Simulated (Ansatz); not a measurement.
## Al3Cu (P4/mmm), one atom moved along a line

Computed with DFT r2SCAN, scalar-relativistic, plane waves, PAW in Ansatz 0.2.0. Cutoff 500 eV, Γ-centred 18×18×6 k-points, Gaussian smearing of 0.15 eV. No spin polarisation. Energies are free energies at this smearing, counted from the undisturbed cell; pressure is positive in compression.

Reference structure (relaxed at this level; it needn't be the usual structure):

```xyz
4
Lattice="2.7738 0.0000 0.0000 0.0000 2.7738 0.0000 0.0000 0.0000 7.5919" Properties=species:S:1:pos:R:3 pbc="T T T"
Al    0.0000    0.0000    3.7959
Al    1.3869    1.3869    1.6903
Al    1.3869    1.3869    5.9016
Cu    0.0000    0.0000    0.0000
```

Atom 4 (Cu) is moved by x along the Cartesian unit vector (0.000, 0.000, 1.000); the cell and all other atoms stay fixed. The cell is metallic on the mesh throughout.

```csv
x (Å),ΔE (meV/cell),force along x on the moved atoms (eV/Å),pressure (GPa)
-0.2000,126.8,?,?
-0.0667,14.0,0.42,0.1
0.0000,0.0,0.00,0.0
0.0333,3.5,-0.21,0.0
0.1000,31.6,-0.63,0.3
0.1333,?,?,0.5
0.1667,88.0,-1.06,0.8
```

By symmetry 0.2000 repeats -0.2000, -0.1333 repeats 0.1333, 0.0667 repeats -0.0667 in energy, with the opposite slope along the path.

Problem. Give the withheld values.

Solution. force along x on the moved atoms (eV/Å) at x (Å) = -0.2000: 1.27; pressure (GPa) at x (Å) = -0.2000: 1.2; ΔE (meV/cell) at x (Å) = 0.1333: 56.2; force along x on the moved atoms (eV/Å) at x (Å) = 0.1333: -0.84.